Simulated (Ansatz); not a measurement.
Rows from a G0W0 calculation on WSe2 (layers cut from the bulk crystal) (Ansatz 0.2.0; G0W0 on PBEsol, plane waves, PAW; PAW set soft_1; 6×6×1 mesh, 263 empty bands, screening to 38 eV, PAW set soft_1 files), in eV. Spin-orbit coupling is left out.

| row | k | band | start | Σx | Σc at the solution | Vxc |
| --- | --- | --- | --- | --- | --- | --- |
| A | (0.167, 0.167, 0.000) | c2 | -3.466 | -13.505 | -3.202 | -17.513 |
| B | (0.167, 0.167, 0.000) | c1 | -3.834 | -13.398 | -3.049 | -17.188 |
| C | (0.167, 0.167, 0.000) | v1 | -5.883 | -19.518 | 1.633 | -18.247 |
| D | Γ | v1 | -4.763 | -19.343 | 0.983 | -18.836 |
| E | Γ | v2 | -5.030 | -18.893 | 1.303 | -17.968 |
| F | Γ | c1 | -2.042 | -13.971 | -3.488 | -18.390 |

Q: Work out each quasiparticle level and how far it moved.

The quasiparticle equation reads E = start + Σx + Σc(E) − Vxc.

| row | E (eV) | shift (eV) |
| --- | --- | --- |
| A | -2.660 | +0.805 |
| B | -3.093 | +0.741 |
| C | -5.521 | +0.362 |
| D | -4.287 | +0.476 |
| E | -4.652 | +0.378 |
| F | -1.111 | +0.931 |

The gap over the computed points goes from 0.93 eV to 1.19 eV.

Limits: not at the basis limit; coarse mesh for a sheet; no spin-orbit coupling.

[Runs of the session that timed out or met a known fault of the program may be left out.]

[Cells called generated may have been cut or substituted from an entry of the Crystallography Open Database or the Materials Project.]

[Hosts, paths, dates, database ids (printed as entryN), source tags and the programs' standing remarks are cut or masked in the printed files.]
